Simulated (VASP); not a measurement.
**MgO (Periclase): relaxation of cell and atoms with PBE**

The system is MgO (Periclase).

```
Mg O
1.0
     0.00000    2.12248    2.12248
     2.12248    0.00000    2.12248
     2.12248    2.12248    0.00000
Mg O
1 1
Direct
  0.00000 0.00000 0.00000
  0.50000 0.50000 0.50000
```

| Property | Result |
| --- | --- |
| Program | VASP 6.6.1 |
| Task | relaxation of cell and atoms |
| Functional | PBE |
| Potentials or basis | VASP PAW PBE potentials, release 64 (Mg, O) |
| Cutoff | 600 eV |
| k mesh | 12 × 12 × 12 |
| Occupations | gaussian, width 0.03 eV |
| Spin | no spin polarisation |
| Further INCAR settings | ALGO = Normal; EDIFF = 1e-07; IBRION = 2; EDIFFG = -0.005; NSW = 90; ISIF = 3 |

```yaml
Pressure_after_relaxing: 0.0 GPa
Band_gap_on_the_k_mesh: 4.50 eV, direct
```

Final structure:
```
Mg O
1.0
     0.00000    2.12248    2.12248
     2.12248    0.00000    2.12248
     2.12248    2.12248    0.00000
Mg O
1 1
Direct
  0.00000 0.00000 0.00000
  0.50000 0.50000 0.50000
```

Levels at points of the mesh, in eV from the valence-band top:
```
           k point  band 1  band 2  band 3  band 4  band 5  band 6  band 7  band 8
(0.00, 0.00, 0.00)  -17.14    0.00    0.00    0.00    4.50   15.67   15.67   15.67
(0.50, 0.00, 0.00)  -15.92   -4.51   -0.63   -0.63    7.75   12.34   16.07   16.07
(0.50, 0.50, 0.00)  -15.67   -3.99   -1.32   -1.32    9.09    9.72   12.85   18.62
```

It took 6.7 s on 1 thread of Intel(R) Xeon(R) 6975P-C (Granite Rapids), with other jobs on the host, peak memory 0.13 GiB.

Caveat: the relaxation stopped at its first step, so nothing moved. A k mesh can miss the band edges.
